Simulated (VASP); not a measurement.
# MnS (Fm-3m) in VASP: notebook, part 2 of 3

VASP 6.6.1. Earlier steps stand in the parts before.

## 3. Relaxation of cell and atoms, PBE+U, collinear spin, ferromagnetic start

This run uses another cell than the first one, of 18.54 Å³/atom, 1.049 times its volume.

The input, INCAR:

```
  PREC = Accurate
  ENCUT = 520
  EDIFF = 1E-7
  ISMEAR = 0
  SIGMA = 0.02
  LREAL = False
  LASPH = True
  NELM = 150
  ALGO = Normal
  ISIF = 3
  LWAVE = False
  LCHARG = False
  ISPIN = 2
  MAGMOM = 5 0
  LORBIT = 11
  LMAXMIX = 4
  LDAU = True
  LDAUTYPE = 2
  LDAUL = 2 -1
  LDAUU = 3.9 0
  LDAUJ = 0 0
  LDAUPRINT = 1
  GGA = PE
  IBRION = 2
  NSW = 80
  EDIFFG = -0.002
```

The input, KPOINTS:

```
regular mesh
0
Gamma
  10 10 10
```

The input, POSCAR:

```
MnS                                     
1.0
    0.0000000000      2.6467407927      2.6467407927
    2.6467407927      0.0000000000      2.6467407927
    2.6467407927      2.6467407927     -0.0000000000
  Mn              S             
     1     1
Direct
     0.0000000000000000    0.0000000000000000    0.0000000000000000
     0.5000000000000000    0.5000000000000000    0.5000000000000000
```

Potentials or basis: VASP PAW PBE potentials, release 64 (Mn_pv, S).

The run is started by

```bash
> cat potpaw_PBE.64/Mn_pv/POTCAR potpaw_PBE.64/S/POTCAR > POTCAR
> mpirun -np 1 vasp_std > vasp.out
```

OUTCAR:

```text
PREC = Accurate
   ENCUT = 520
   EDIFF = 1E-7
   ISMEAR = 0
   LREAL = False
   LASPH = True
   NELM = 150
   ISIF = 3
   ISPIN = 2
   LORBIT = 11
   GGA = PE
   IBRION = 2
   NSW = 80
   EDIFFG = -0.002

 ion  position               nearest neighbor table
   1  0.000  0.000  0.000-   2 2.65   2 2.65   2 2.65   2 2.65   2 2.65   2 2.65
   2  0.500  0.500  0.500-   1 2.65   1 2.65   1 2.65   1 2.65   1 2.65   1 2.65

  LATTYP: Found a face centered cubic cell.
 ALAT       =     5.2934815854

  Lattice vectors:

 A1 = (   0.0000000000,   2.6467407927,   2.6467407927)
 A2 = (   2.6467407927,   0.0000000000,   2.6467407927)
 A3 = (   2.6467407927,   2.6467407927,   0.0000000000)

Analysis of symmetry for initial positions (statically):
=====================================================================
 Subroutine PRICEL returns:
 Original cell was already a primitive cell.

 Routine SETGRP: Setting up the symmetry group for a
 face centered cubic supercell.

 Subroutine GETGRP returns: Found 48 space group operations
 (whereof 48 operations were pure point group operations)
 out of a pool of 48 trial point group operations.

The static configuration has the point symmetry O_h .

Analysis of symmetry for dynamics (positions and initial velocities):
=====================================================================
 Subroutine PRICEL returns:
 Original cell was already a primitive cell.

 Routine SETGRP: Setting up the symmetry group for a
 face centered cubic supercell.

 Subroutine GETGRP returns: Found 48 space group operations
 (whereof 48 operations were pure point group operations)
 out of a pool of 48 trial point group operations.

The dynamic configuration has the point symmetry O_h .

Analysis of structural, dynamic, and magnetic symmetry:
=====================================================================
 Subroutine PRICEL returns:
 Original cell was already a primitive cell.

 Routine SETGRP: Setting up the symmetry group for a
 face centered cubic supercell.

 Subroutine GETGRP returns: Found 48 space group operations
 (whereof 48 operations were pure point group operations)
 out of a pool of 48 trial point group operations.

The overall configuration has the point symmetry O_h .

 Subroutine INISYM returns: Found 48 space group operations
 (whereof 48 operations are pure point group operations),
 and found     1 'primitive' translations

----------------------------------------------------------------------------------------

                                     Primitive cell

  volume of cell :      37.0821

  direct lattice vectors                    reciprocal lattice vectors
[... 167 lines left out ...]
    total drift:                               -0.000000      0.000000      0.000000

  FREE ENERGIE OF THE ION-ELECTRON SYSTEM (eV)
  ---------------------------------------------------
  free  energy   TOTEN  =       -12.9917006721 eV

  energy  without entropy=      -12.9917006721  energy(sigma->0) =      -12.99170067

atom =   1  type =  1  l = 2

 onsite density matrix

spin component  1

  0.9346  0.0000  0.0000  0.0000  0.0000
  0.0000  0.9346  0.0000  0.0000 -0.0000
  0.0000  0.0000  0.9544 -0.0000  0.0000
  0.0000  0.0000 -0.0000  0.9346 -0.0000
  0.0000 -0.0000  0.0000 -0.0000  0.9544

spin component  2

  0.0135 -0.0000  0.0000 -0.0000 -0.0000
 -0.0000  0.0135  0.0000  0.0000  0.0000
  0.0000  0.0000  0.0706  0.0000 -0.0000
 -0.0000  0.0000  0.0000  0.0135  0.0000
 -0.0000  0.0000 -0.0000  0.0000  0.0706

 occupancies and eigenvectors

  o =  0.0135  v =  0.0000  0.0000  0.0000  0.0000  0.0000  1.0000  0.0022 -0.0000  0.0003  0.0000      0.0000  0.0000  0.0000  0.0000  0.0000  0.0000  0.0000  0.0000  0.0000  0.0000
  o =  0.0135  v =  0.0000  0.0000  0.0000  0.0000  0.0000  0.0022 -1.0000 -0.0000  0.0074  0.0000      0.0000  0.0000  0.0000  0.0000  0.0000  0.0000  0.0000  0.0000  0.0000  0.0000
  o =  0.0135  v =  0.0000  0.0000  0.0000  0.0000  0.0000 -0.0003  0.0074  0.0000  1.0000 -0.0000      0.0000  0.0000  0.0000  0.0000  0.0000  0.0000  0.0000  0.0000  0.0000  0.0000
  o =  0.0706  v =  0.0000  0.0000  0.0000  0.0000  0.0000  0.0000  0.0000  0.7938  0.0000  0.6082      0.0000  0.0000  0.0000  0.0000  0.0000  0.0000  0.0000  0.0000  0.0000  0.0000
  o =  0.0706  v =  0.0000  0.0000  0.0000  0.0000  0.0000 -0.0000  0.0000 -0.6082  0.0000  0.7938      0.0000  0.0000  0.0000  0.0000  0.0000  0.0000  0.0000  0.0000  0.0000  0.0000
  o =  0.9346  v =  1.0000  0.0000  0.0000  0.0000  0.0000  0.0000  0.0000  0.0000  0.0000  0.0000      0.0000  0.0000  0.0000  0.0000  0.0000  0.0000  0.0000  0.0000  0.0000  0.0000
  o =  0.9346  v =  0.0000  0.4441  0.0000  0.8960 -0.0000  0.0000  0.0000  0.0000  0.0000  0.0000      0.0000  0.0000  0.0000  0.0000  0.0000  0.0000  0.0000  0.0000  0.0000  0.0000
  o =  0.9346  v =  0.0000  0.8960 -0.0000 -0.4441  0.0000  0.0000  0.0000  0.0000  0.0000  0.0000      0.0000  0.0000  0.0000  0.0000  0.0000  0.0000  0.0000  0.0000  0.0000  0.0000
  o =  0.9544  v =  0.0000  0.0000  0.9998 -0.0000  0.0179  0.0000  0.0000  0.0000  0.0000  0.0000      0.0000  0.0000  0.0000  0.0000  0.0000  0.0000  0.0000  0.0000  0.0000  0.0000
  o =  0.9544  v =  0.0000  0.0000  0.0179 -0.0000 -0.9998  0.0000  0.0000  0.0000  0.0000  0.0000      0.0000  0.0000  0.0000  0.0000  0.0000  0.0000  0.0000  0.0000  0.0000  0.0000

--------------------------------------- Ionic step        2  -------------------------------------------

 number of electron      19.0000001 magnetization       5.0000000

 Free energy of the ion-electron system (eV)
  ---------------------------------------------------
  ext. energy  EPLUGINS =         0.00000000
  ---------------------------------------------------
  free energy    TOTEN  =       -12.99170239 eV

  energy without entropy =      -12.99170239  energy(sigma->0) =      -12.99170239

 E-fermi :   5.9800     XC(G=0): -10.3655

 val. band max:        5.7813905738   @ k =   0.5000   0.0000   0.0000
 cond. band min:       6.6239656909   @ k =   0.5000   0.5000   0.0000
 fundamental gap:      0.8425751171
 Fermi energy:         5.9799636863

 spin component 1

 k-point     1 :       0.0000    0.0000    0.0000
  band No.  band energies     occupation
      1     -44.8529      1.00000
      2     -44.8529      1.00000
      3     -44.8529      1.00000
      4      -7.9494      1.00000
      5       1.0344      1.00000
      6       1.0344      1.00000
[... 895 lines left out ...]
      5       1.2753      1.00000
      6       3.1516      1.00000
[... 8 lines left out ...]
     15      14.7403      0.00000
     16      16.3798      0.00000

 [... further k-points ...]

------------------------ aborting loop because EDIFF is reached ----------------------------------------

  FORCE on cell =-STRESS in cart. coord.  units (eV):
  Direction    XX          YY          ZZ          XY          YZ          ZX
  --------------------------------------------------------------------------------------
  -------------------------------------------------------------------------------------
  Total       -0.0027825     -0.0027825     -0.0027825      0.0000000      0.0000000      0.0000000
  in kB       -0.1201372     -0.1201372     -0.1201372      0.0000000      0.0000000      0.0000000
  external PRESSURE =      -0.1201372 kB  Pullay stress =       0.0000000 kB

 VOLUME and BASIS-vectors are now :
 -----------------------------------------------------------------------------
  energy-cutoff  :      520.00
  volume of cell :       37.11
      direct lattice vectors                 reciprocal lattice vectors
     0.000000000  2.647349852  2.647349852    -0.188868124  0.188868124  0.188868124
     2.647349852  0.000000000  2.647349852     0.188868124 -0.188868124  0.188868124
     2.647349852  2.647349852  0.000000000     0.188868124  0.188868124 -0.188868124

 POSITION                                       TOTAL-FORCE (eV/Angst)
 -----------------------------------------------------------------------------------
      2.64735      0.00000      2.64735        -0.000000      0.000000     -0.000000
      2.64735      2.64735      2.64735         0.000000     -0.000000      0.000000
 -----------------------------------------------------------------------------------
    total drift:                                0.000000      0.000000      0.000000

  FREE ENERGIE OF THE ION-ELECTRON SYSTEM (eV)
  ---------------------------------------------------
  free  energy   TOTEN  =       -12.9917023922 eV

  energy  without entropy=      -12.9917023922  energy(sigma->0) =      -12.99170239

 reached required accuracy - stopping structural energy minimisation

 total charge

# of ion       s       p       d       tot
------------------------------------------
    1        0.211   6.155   4.878  11.244
    2        1.321   2.443   0.000   3.764
--------------------------------------------------
tot          1.532   8.598   4.878  15.008

 magnetization (x)

# of ion       s       p       d       tot
------------------------------------------
    1        0.048   0.035   4.521   4.604
    2        0.020   0.057   0.000   0.077
--------------------------------------------------
tot          0.068   0.093   4.521   4.681
```

It took 38 s on 1 thread of Intel Xeon 6975P-C (Granite Rapids), shared host; peak memory 0.19 GiB.

What came out:

```yaml
Free_energy: -12.9917 eV
Relaxed_volume: 18.55 Å³/atom
Relaxed_cell: a = 3.744 Å, b = 3.744 Å, c = 3.744 Å, α = 60.00°, β = 60.00°, γ = 60.00°
Space_group_after_relaxing_to_0.05_Å: Fm-3m (No. 225)
Energy_gained_by_relaxing: 0.0 meV/atom
Ionic_steps: 2
Pressure_after_relaxing: 0.0 GPa
Band_gap_on_the_k_mesh: 0.84 eV, indirect (least direct gap 2.72 eV)
Net_moment: 5.00 μB per cell
Site_moments: Mn +4.60; S +0.08 μB
Valence_electrons_inside_the_program's_atomic_spheres: Mn 11.24; S 3.76
```

Final structure:
```
Mn S
1.0
     0.00000    2.64735    2.64735
     2.64735    0.00000    2.64735
     2.64735    2.64735    0.00000
Mn S
1 1
Direct
  0.00000 0.00000 0.00000
  0.50000 0.50000 0.50000
```

Levels at points of the mesh, in eV from the valence-band top:
Spin up:
| k point | band 8 | band 9 | band 10 | band 11 | band 12 | band 13 | band 14 | band 15 | band 16 |
| --- | --- | --- | --- | --- | --- | --- | --- | --- | --- |
| (0.00, 0.00, 0.00) | -4.73 | -4.73 | -1.27 | -1.27 | -1.27 | 1.77 | 8.59 | 8.59 | 8.59 |
| (0.50, 0.00, 0.00) | -4.39 | -4.39 | -3.72 | 0.00 | 0.00 | 3.18 | 5.70 | 5.70 | 8.31 |
| (0.50, 0.50, 0.00) | -4.28 | -4.28 | -3.84 | -2.82 | -2.82 | 1.05 | 5.37 | 10.20 | 11.83 |
Spin down:
| k point | band 3 | band 4 | band 5 | band 6 | band 7 | band 8 | band 9 | band 10 | band 11 | band 12 |
| --- | --- | --- | --- | --- | --- | --- | --- | --- | --- | --- |
| (0.00, 0.00, 0.00) | -45.72 | -13.48 | -1.11 | -1.11 | -1.11 | 2.23 | 2.23 | 2.24 | 2.24 | 2.24 |
| (0.50, 0.00, 0.00) | -45.72 | -12.30 | -5.58 | -2.37 | -2.37 | 3.41 | 3.41 | 3.48 | 3.75 | 4.79 |
| (0.50, 0.50, 0.00) | -45.73 | -12.11 | -4.84 | -2.56 | -2.56 | 0.84 | 2.55 | 2.72 | 3.70 | 3.70 |

Eigenvalues of the final occupation matrices:
```tsv
site	spin	trace	eigenvalues
site 1 d	1	4.71	0.93 0.93 0.93 0.95 0.95
site 1 d	2	0.18	0.01 0.01 0.01 0.07 0.07
```

Caveat: a cell with one magnetic atom can't hold antiferromagnetic order, which such compounds often take. The state reached can hang on the start; a lower one may exist.

(Part 2 of 3 ends here.)
